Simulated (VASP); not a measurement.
# LiF (Griceite) (Fm-3m) in VASP: a series of runs

One crystal, LiF (Griceite), is run at these levels: PBE, r2SCAN0; tasks: band structure.

Program: VASP 6.6.1. These are calculated values, not measurements. Logs are shortened: lines on timing, memory, paths and dates and some standing lists are left out, and cuts for length are marked.

**1. Starting point**

The structure is cubic, space group Fm-3m (No. 225). The conventional cell has a = 4.028 Å, b = 4.028 Å, c = 4.028 Å, α = 90.00°, β = 90.00°, γ = 90.00°. Around F (site symmetry m-3m) lie 6 Li at 2.01 Å. Li (site symmetry m-3m) is surrounded by 6 F at 2.01 Å.

**2. Band structure, PBE**

Contents of POSCAR:

```
LiF
1.0
    0.0000000000      2.0140000000      2.0140000000
    2.0140000000      0.0000000000      2.0140000000
    2.0140000000      2.0140000000      0.0000000000
F Li
1 1
Direct
    0.5000000000      0.5000000000      0.5000000000
    0.0000000000      0.0000000000      0.0000000000
```

Contents of INCAR.step1:

```
PREC = Accurate
ENCUT = 520
EDIFF = 1E-6
ISMEAR = -1
SIGMA = 0.05
LREAL = False
LASPH = True
NELM = 80
ALGO = Fast
ISIF = 2
LWAVE = False
LCHARG = True
GGA = PE
```

Contents of KPOINTS.step1:

```
regular mesh
0
Gamma
  11 11 11
```

Contents of INCAR.step2:

```
PREC = Accurate
ENCUT = 520
EDIFF = 1E-6
ISMEAR = 0
SIGMA = 0.05
LREAL = False
LASPH = True
NELM = 80
ALGO = Fast
ISIF = 2
LWAVE = False
LCHARG = False
GGA = PE
ICHARG = 11
```

Contents of KPOINTS.step2:

```
path GXWKGLUWLK,UX
20
line-mode
reciprocal
 0.0000000000  0.0000000000  0.0000000000  G
 0.5000000000  0.0000000000  0.5000000000  X

 0.5000000000  0.0000000000  0.5000000000  X
 0.5000000000  0.2500000000  0.7500000000  W

 0.5000000000  0.2500000000  0.7500000000  W
 0.3750000000  0.3750000000  0.7500000000  K

 0.3750000000  0.3750000000  0.7500000000  K
 0.0000000000  0.0000000000  0.0000000000  G

 0.0000000000  0.0000000000  0.0000000000  G
 0.5000000000  0.5000000000  0.5000000000  L

 0.5000000000  0.5000000000  0.5000000000  L
 0.6250000000  0.2500000000  0.6250000000  U

 0.6250000000  0.2500000000  0.6250000000  U
 0.5000000000  0.2500000000  0.7500000000  W

 0.5000000000  0.2500000000  0.7500000000  W
 0.5000000000  0.5000000000  0.5000000000  L

 0.5000000000  0.5000000000  0.5000000000  L
 0.3750000000  0.3750000000  0.7500000000  K

 0.6250000000  0.2500000000  0.6250000000  U
 0.5000000000  0.0000000000  0.5000000000  X
```

Potentials or basis: VASP PAW PBE potentials, release 64 (F, Li_sv).

Run with:

```
$ cat potpaw_PBE.64/F/POTCAR potpaw_PBE.64/Li_sv/POTCAR > POTCAR
$ cp INCAR.step1 INCAR
$ cp KPOINTS.step1 KPOINTS
$ mpirun -np 1 vasp_std > vasp.out
$ cp INCAR.step2 INCAR
$ cp KPOINTS.step2 KPOINTS
$ mpirun -np 1 vasp_std > vasp.out
```

OUTCAR:

```text
PREC = Accurate
   ENCUT = 520
   EDIFF = 1E-6
   ISMEAR = 0
   LREAL = False
   LASPH = True
   NELM = 80
   ISIF = 2
   GGA = PE
   ICHARG = 11

 ion  position               nearest neighbor table
   1  0.500  0.500  0.500-   2 2.01   2 2.01   2 2.01   2 2.01   2 2.01   2 2.01
   2  0.000  0.000  0.000-   1 2.01   1 2.01   1 2.01   1 2.01   1 2.01   1 2.01

  LATTYP: Found a face centered cubic cell.
 ALAT       =     4.0280000000

  Lattice vectors:

 A1 = (   0.0000000000,   2.0140000000,   2.0140000000)
 A2 = (   2.0140000000,   0.0000000000,   2.0140000000)
 A3 = (   2.0140000000,   2.0140000000,   0.0000000000)

Analysis of symmetry for initial positions (statically):
=====================================================================
 Subroutine PRICEL returns:
 Original cell was already a primitive cell.

 Routine SETGRP: Setting up the symmetry group for a
 face centered cubic supercell.

 Subroutine GETGRP returns: Found 48 space group operations
 (whereof 48 operations were pure point group operations)
 out of a pool of 48 trial point group operations.

The static configuration has the point symmetry O_h .

Analysis of symmetry for dynamics (positions and initial velocities):
=====================================================================
 Subroutine PRICEL returns:
 Original cell was already a primitive cell.

 Routine SETGRP: Setting up the symmetry group for a
 face centered cubic supercell.

 Subroutine GETGRP returns: Found 48 space group operations
 (whereof 48 operations were pure point group operations)
 out of a pool of 48 trial point group operations.

The dynamic configuration has the point symmetry O_h .

 Subroutine INISYM returns: Found 48 space group operations
 (whereof 48 operations are pure point group operations),
 and found     1 'primitive' translations

----------------------------------------------------------------------------------------

                                     Primitive cell

  volume of cell :      16.3384

  direct lattice vectors                    reciprocal lattice vectors
     0.000000000  2.014000000  2.014000000    -0.248262165  0.248262165  0.248262165
     2.014000000  0.000000000  2.014000000     0.248262165 -0.248262165  0.248262165
     2.014000000  2.014000000  0.000000000     0.248262165  0.248262165 -0.248262165

  length of vectors
     2.848226115  2.848226115  2.848226115     0.430002683  0.430002683  0.430002683

  position of ions in fractional coordinates (direct lattice)
     0.500000000  0.500000000  0.500000000
     0.000000000  0.000000000  0.000000000

  ion indices of the primitive-cell ions
   primitive index   ion index
                 1           1
                 2           2

----------------------------------------------------------------------------------------

 KPOINTS: path GXWKGLUWLK,UX

Interpolating k-points between supplied coordinates.

 Line segments in fractional coordinates (reciprocal lattice):
    0.000000  0.000000  0.000000  ...  0.500000  0.000000  0.500000
    0.500000  0.000000  0.500000  ...  0.500000  0.250000  0.750000
    0.500000  0.250000  0.750000  ...  0.375000  0.375000  0.750000
    0.375000  0.375000  0.750000  ...  0.000000  0.000000  0.000000
    0.000000  0.000000  0.000000  ...  0.500000  0.500000  0.500000
    0.500000  0.500000  0.500000  ...  0.625000  0.250000  0.625000
    0.625000  0.250000  0.625000  ...  0.500000  0.250000  0.750000
    0.500000  0.250000  0.750000  ...  0.500000  0.500000  0.500000
    0.500000  0.500000  0.500000  ...  0.375000  0.375000  0.750000
    0.625000  0.250000  0.625000  ...  0.500000  0.000000  0.500000

 Generated    20 points on each line segment, for a total of    200 k-points:

 Following reciprocal coordinates:
            Coordinates               Weight
  0.000000  0.000000  0.000000      0.005000
  0.026316  0.000000  0.026316      0.005000
  0.052632  0.000000  0.052632      0.005000
  0.078947  0.000000  0.078947      0.005000
  0.105263  0.000000  0.105263      0.005000
  0.131579  0.000000  0.131579      0.005000
[... 16 lines left out ...]
  0.500000  0.026316  0.526316      0.005000
  0.500000  0.039474  0.539474      0.005000
 [... further k-points ...]
   k-points           NKPTS =    200   k-points in BZ     NKDIM =    200   number of bands    NBANDS=      9
   number of dos      NEDOS =    301   number of ions     NIONS =      2
   total plane-waves  NPLWV =  13824
   dimension x,y,z NGX =    24 NGY =   24 NGZ =   24
   dimension x,y,z NGXF=    48 NGYF=   48 NGZF=   48
   ions per type =               1   1
   NGX,Y,Z   is equivalent  to a cutoff of  14.01, 14.01, 14.01 a.u.
   NGXF,Y,Z  is equivalent  to a cutoff of  28.02, 28.02, 28.02 a.u.
 SYSTEM =  unknown system
   PREC   = accura    normal or accurate (medium, high low for compatibility)
   ISTART =      0    job   : 0-new  1-cont  2-samecut
   ICHARG =     11    charge: 1-file 2-atom 10-const
   ISPIN  =      1    spin polarized calculation?
   LNONCOLLINEAR =      F non collinear calculations
   LSORBIT =      F    spin-orbit coupling
   LASPH  =      T    aspherical Exc in radial PAW
   ENCUT  =  520.0 eV  38.22 Ry    6.18 a.u.   5.30  5.30  5.30*2*pi/ulx,y,z
   NELM   =     80;   NELMIN=  2; NELMDL=  0     # of ELM steps
   EDIFF  = 0.1E-05   stopping-criterion for ELM
   LREAL  =      F    real-space projection
   EDIFFG = 0.1E-04   stopping-criterion for IOM
   NSW    =      0    number of steps for IOM
   IBRION =     -1    ionic relax: 0-MD 1-quasi-New 2-CG
   NFREE  =      0    steps in history (QN), initial steepest desc. (CG)
   ISIF   =      2    stress and relaxation
   ISYM   =      2    0-nonsym 1-usesym 2-fastsym
   POTIM  = 0.5000    time-step for ionic-motion
   TEBEG  =    0.0;   TEEND  =   0.0 temperature during run
   PSTRESS=    0.0 pullay stress
   NELECT =      10.0000    total number of electrons
   NUPDOWN=      -1.0000    fix difference up-down
   EMIN   =  10.00;   EMAX   =-10.00  energy-range for DOS
   EFERMI =   0.00;   METHOD = LEGACY
   ISMEAR =     0;   SIGMA  =   0.05  broadening in eV -4-tet -1-fermi 0-gaus
   EFERMI_NEDOS =   21; number of points for ismear=-14 and -15
   IALGO  =     68    algorithm
   IMIX   =      4    mixing-type and parameters
     AMIX     =   0.40;   BMIX     =  1.00
     AMIX_MAG =   1.60;   BMIX_MAG =  1.00
  volume/ion in A,a.u.               =       8.17        55.13
  Fermi-wavevector in a.u.,A,eV,Ry     =   1.389970  2.626662 26.286674  1.932016
  Thomas-Fermi vector in A             =   2.513950
   LORBIT       =      0    0 simple, 1 ext, 2 COOP (PROOUT), +10 PAW based schemes
   GGA     = PE    functional components
   LHFCALC =     F    Hartree Fock is set to
   AEXX    =    0.0000 exact exchange contribution
   IVDW    =     0    specifies the selected vdW correction
   LEPSILON=     F    determine dielectric tensor
   LRPA    =     F    only Hartree local field effects (RPA)
 non-spin polarized calculation
 RMM-DIIS sequential band-by-band and
 Gauss-broadening in eV      SIGMA  =   0.05
  energy-cutoff  :      520.00
  volume of cell :       16.34
 maximum number of plane-waves:       459
 NGX is ok and might be reduce to    24

 number of electron       9.9999992 magnetization

 Free energy of the ion-electron system (eV)
  ---------------------------------------------------
  ext. energy  EPLUGINS =         0.00000000
  ---------------------------------------------------
  free energy    TOTEN  =       -10.05050713 eV

  energy without entropy =      -10.05050713  energy(sigma->0) =      -10.05050713

 E-fermi :  -0.7622     XC(G=0):  -9.9822

 val. band max:       -1.0179319734   @ k =   0.0592   0.0592   0.1184
 cond. band min:       8.0689568839   @ k =   0.0000   0.0000   0.0000
 fundamental gap:      9.0868888573
 Fermi energy:        -0.7621812190

 k-point     1 :       0.0000    0.0000    0.0000
  band No.  band energies     occupation
      1     -41.9372      2.00000
      2     -20.9939      2.00000
      3      -1.0190      2.00000
      4      -1.0190      2.00000
      5      -1.0190      2.00000
      6       8.0690      0.00000
      7      22.9486      0.00000
      8      22.9594      0.00000
      9      22.9775      0.00000

 k-point     2 :       0.0263    0.0000    0.0263
  band No.  band energies     occupation
      1     -41.9365      2.00000
      2     -20.9893      2.00000
      3      -1.0375      2.00000
      4      -1.0261      2.00000
      5      -1.0261      2.00000
      6       8.1019      0.00000
      7      22.4897      0.00000
      8      22.5293      0.00000
      9      22.9011      0.00000

 k-point     3 :       0.0526    0.0000    0.0526
  band No.  band energies     occupation
      1     -41.9349      2.00000
      2     -20.9782      2.00000
      3      -1.0925      2.00000
      4      -1.0471      2.00000
      5      -1.0471      2.00000
      6       8.1879      0.00000
      7      21.9501      0.00000
      8      21.9505      0.00000
      9      22.4475      0.00000

 k-point     4 :       0.0789    0.0000    0.0789
  band No.  band energies     occupation
      1     -41.9323      2.00000
      2     -20.9599      2.00000
      3      -1.1830      2.00000
      4      -1.0814      2.00000
      5      -1.0814      2.00000
      6       8.3303      0.00000
      7      21.4637      0.00000
      8      21.4736      0.00000
      9      21.9411      0.00000
[... 205 lines left out ...]
 k-point    22 :       0.5000    0.0132    0.5132
  band No.  band energies     occupation
      1     -41.8635      2.00000
      2     -20.2940      2.00000
      3      -4.0209      2.00000
      4      -2.0205      2.00000
      5      -2.0151      2.00000
      6      13.7930      0.00000
      7      15.4404      0.00000
      8      16.4330      0.00000
      9      19.2404      0.00000

 k-point    23 :       0.5000    0.0263    0.5263
  band No.  band energies     occupation
      1     -41.8635      2.00000
      2     -20.2945      2.00000
      3      -4.0120      2.00000
      4      -2.0324      2.00000
      5      -2.0111      2.00000
      6      13.7937      0.00000
      7      15.3991      0.00000
      8      16.4330      0.00000
      9      19.2263      0.00000

 k-point    24 :       0.5000    0.0395    0.5395
  band No.  band energies     occupation
      1     -41.8634      2.00000
      2     -20.2954      2.00000
      3      -3.9972      2.00000
      4      -2.0522      2.00000
      5      -2.0045      2.00000
      6      13.7949      0.00000
      7      15.3347      0.00000
      8      16.4329      0.00000
      9      19.2033      0.00000

 [... further k-points ...]

------------------------ aborting loop because EDIFF is reached ----------------------------------------

  FORCE on cell =-STRESS in cart. coord.  units (eV):
  Direction    XX          YY          ZZ          XY          YZ          ZX
  --------------------------------------------------------------------------------------
  -------------------------------------------------------------------------------------
  Total       -1.6745835     -1.6745835     -1.6745835     -0.0000000      0.0000000     -0.0000000
  in kB     -164.2135527   -164.2135527   -164.2135527     -0.0000000      0.0000000     -0.0000000
  external PRESSURE =    -164.2135527 kB  Pullay stress =       0.0000000 kB

 VOLUME and BASIS-vectors are now :
 -----------------------------------------------------------------------------
  energy-cutoff  :      520.00
  volume of cell :       16.34
      direct lattice vectors                 reciprocal lattice vectors
     0.000000000  2.014000000  2.014000000    -0.248262165  0.248262165  0.248262165
     2.014000000  0.000000000  2.014000000     0.248262165 -0.248262165  0.248262165
     2.014000000  2.014000000  0.000000000     0.248262165  0.248262165 -0.248262165

 POSITION                                       TOTAL-FORCE (eV/Angst)
 -----------------------------------------------------------------------------------
      2.01400      2.01400      2.01400         0.000000      0.000000     -0.000000
      0.00000      0.00000      0.00000         0.000000      0.000000      0.000000
 -----------------------------------------------------------------------------------
    total drift:                               -0.000000     -0.000000      0.000000

  FREE ENERGIE OF THE ION-ELECTRON SYSTEM (eV)
  ---------------------------------------------------
  free  energy   TOTEN  =       -10.0505071283 eV

  energy  without entropy=      -10.0505071283  energy(sigma->0) =      -10.05050713
```

It took 10 s on 1 thread of Intel Xeon 6975P-C (Granite Rapids), shared host; peak memory 0.14 GiB.

What came out:

```
Band gap on the k mesh  : 9.09 eV, direct
Band gap along the path : 9.09 eV, direct
```

Levels at the corners of the path, in eV from the valence-band top:
| point | band 2 | band 3 | band 4 | band 5 | band 6 | band 7 | band 8 | band 9 |
| --- | --- | --- | --- | --- | --- | --- | --- | --- |
| Γ | -19.98 | 0.00 | 0.00 | 0.00 | 9.09 | 23.97 | 23.98 | 24.00 |
| X | -19.28 | -3.01 | -1.00 | -1.00 | 14.81 | 16.47 | 17.45 | 20.24 |
| X | -19.28 | -3.01 | -1.00 | -1.00 | 14.81 | 16.47 | 17.45 | 20.24 |
| W | -19.30 | -2.08 | -2.08 | -0.80 | 15.05 | 15.05 | 17.43 | 19.25 |
| W | -19.30 | -2.08 | -2.08 | -0.80 | 15.05 | 15.05 | 17.43 | 19.25 |
| K | -19.32 | -2.50 | -1.56 | -0.73 | 14.48 | 14.90 | 18.42 | 19.67 |
| K | -19.32 | -2.50 | -1.56 | -0.73 | 14.48 | 14.90 | 18.42 | 19.67 |
| Γ | -19.98 | 0.00 | 0.00 | 0.00 | 9.09 | 23.97 | 23.97 | 23.99 |
| Γ | -19.98 | 0.00 | 0.00 | 0.00 | 9.09 | 23.97 | 23.98 | 24.14 |
| L | -19.54 | -2.52 | -0.23 | -0.23 | 10.77 | 16.74 | 18.89 | 18.89 |
| L | -19.54 | -2.52 | -0.23 | -0.23 | 10.77 | 16.74 | 18.89 | 18.89 |
| U | -19.32 | -2.50 | -1.56 | -0.73 | 14.48 | 14.90 | 18.42 | 19.67 |
| U | -19.32 | -2.50 | -1.56 | -0.73 | 14.48 | 14.90 | 18.42 | 19.67 |
| W | -19.30 | -2.08 | -2.08 | -0.80 | 15.05 | 15.05 | 17.43 | 19.25 |
| W | -19.30 | -2.08 | -2.08 | -0.80 | 15.05 | 15.05 | 17.43 | 19.25 |
| L | -19.54 | -2.52 | -0.23 | -0.23 | 10.77 | 16.74 | 18.89 | 18.89 |
| L | -19.54 | -2.52 | -0.23 | -0.23 | 10.77 | 16.74 | 18.89 | 18.89 |
| K | -19.32 | -2.50 | -1.56 | -0.73 | 14.48 | 14.90 | 18.42 | 19.67 |
| U | -19.32 | -2.50 | -1.56 | -0.73 | 14.48 | 14.90 | 18.42 | 19.67 |
| X | -19.28 | -3.01 | -1.00 | -1.00 | 14.81 | 16.47 | 17.45 | 20.24 |

Caveat: the cutoff is under 1.25 times the usual one of these potentials, so pressure, stress and relaxed cells hold a basis-set (Pulay) error; the log is that of the step along the path at fixed density, whose energy, stress, charges and moments have no meaning.

**3. Band structure, PBE**

Contents of INCAR:

```
SYSTEM = LiF
PREC = Accurate
ENCUT = 600
EDIFF = 1E-6
ISMEAR = -1
SIGMA = 0.05
LREAL = .False.
LASPH = .True.
NELM = 80
ALGO = Normal
ISIF = 2
LWAVE = .False.
LCHARG = .False.
GGA = PE
```

Contents of KPOINTS:

```
regular mesh
0
Gamma
  11 11 11
  0 0 0
```

POSCAR is that of step 2.

Contents of KPOINTS_OPT:

```
path GXWKGLUWLK,UX
10
line-mode
reciprocal
 0.0000000000  0.0000000000  0.0000000000  G
 0.5000000000  0.0000000000  0.5000000000  X

 0.5000000000  0.0000000000  0.5000000000  X
 0.5000000000  0.2500000000  0.7500000000  W

 0.5000000000  0.2500000000  0.7500000000  W
 0.3750000000  0.3750000000  0.7500000000  K

 0.3750000000  0.3750000000  0.7500000000  K
 0.0000000000  0.0000000000  0.0000000000  G

 0.0000000000  0.0000000000  0.0000000000  G
 0.5000000000  0.5000000000  0.5000000000  L

 0.5000000000  0.5000000000  0.5000000000  L
 0.6250000000  0.2500000000  0.6250000000  U

 0.6250000000  0.2500000000  0.6250000000  U
 0.5000000000  0.2500000000  0.7500000000  W

 0.5000000000  0.2500000000  0.7500000000  W
 0.5000000000  0.5000000000  0.5000000000  L

 0.5000000000  0.5000000000  0.5000000000  L
 0.3750000000  0.3750000000  0.7500000000  K

 0.6250000000  0.2500000000  0.6250000000  U
 0.5000000000  0.0000000000  0.5000000000  X
```

Potentials or basis: VASP PAW PBE potentials, release 64 (F_GW, Li_sv_GW).

Run with:

```
$ cat potpaw_PBE.64/F_GW/POTCAR potpaw_PBE.64/Li_sv_GW/POTCAR > POTCAR
$ mpirun -np 1 vasp_std > vasp.out
```

Wall time 5.8 s (1 thread of Intel Xeon 6975P-C (Granite Rapids), shared host); peak memory 0.14 GiB.

The run converged. Its results:

```
Free energy             : -11.4187 eV
Pressure                : 1.7 GPa
Band gap on the k mesh  : 9.06 eV, direct
Band gap along the path : 9.06 eV, direct
```

Levels at the corners of the path, in eV from the valence-band top:
```csv
point,band 1,band 2,band 3,band 4,band 5,band 6,band 7,band 8,band 9
Γ,-40.88,-19.97,0.00,0.00,0.00,9.06,23.94,23.95,24.17
X,-40.80,-19.27,-3.00,-1.00,-1.00,14.81,16.48,17.43,20.22
X,-40.80,-19.27,-3.00,-1.00,-1.00,14.81,16.48,17.43,20.22
W,-40.80,-19.30,-2.08,-2.08,-0.80,15.05,15.05,17.42,19.23
W,-40.80,-19.30,-2.08,-2.08,-0.80,15.05,15.05,17.42,19.23
K,-40.80,-19.32,-2.50,-1.56,-0.73,14.48,14.90,18.40,19.65
K,-40.80,-19.32,-2.50,-1.56,-0.73,14.48,14.90,18.40,19.65
Γ,-40.88,-19.97,0.00,0.00,0.00,9.06,23.94,23.95,24.26
Γ,-40.88,-19.97,0.00,0.00,0.00,9.06,23.94,23.94,24.26
L,-40.82,-19.54,-2.52,-0.23,-0.23,10.77,16.72,18.88,18.88
L,-40.82,-19.54,-2.52,-0.23,-0.23,10.77,16.72,18.88,18.88
U,-40.80,-19.32,-2.50,-1.56,-0.73,14.48,14.90,18.40,19.65
U,-40.80,-19.32,-2.50,-1.56,-0.73,14.48,14.90,18.40,19.65
W,-40.80,-19.30,-2.08,-2.08,-0.80,15.05,15.05,17.42,19.23
W,-40.80,-19.30,-2.08,-2.08,-0.80,15.05,15.05,17.42,19.23
L,-40.82,-19.54,-2.52,-0.23,-0.23,10.77,16.72,18.88,18.88
L,-40.82,-19.54,-2.52,-0.23,-0.23,10.77,16.72,18.88,18.88
K,-40.80,-19.32,-2.50,-1.56,-0.73,14.48,14.90,18.40,19.65
U,-40.80,-19.32,-2.50,-1.56,-0.73,14.48,14.90,18.40,19.65
X,-40.80,-19.27,-3.00,-1.00,-1.00,14.81,16.48,17.43,20.22
```

Caveat: the cutoff is under 1.25 times the usual one of these potentials, so pressure, stress and relaxed cells hold a basis-set (Pulay) error.

(Part 1 of 2 ends here.)
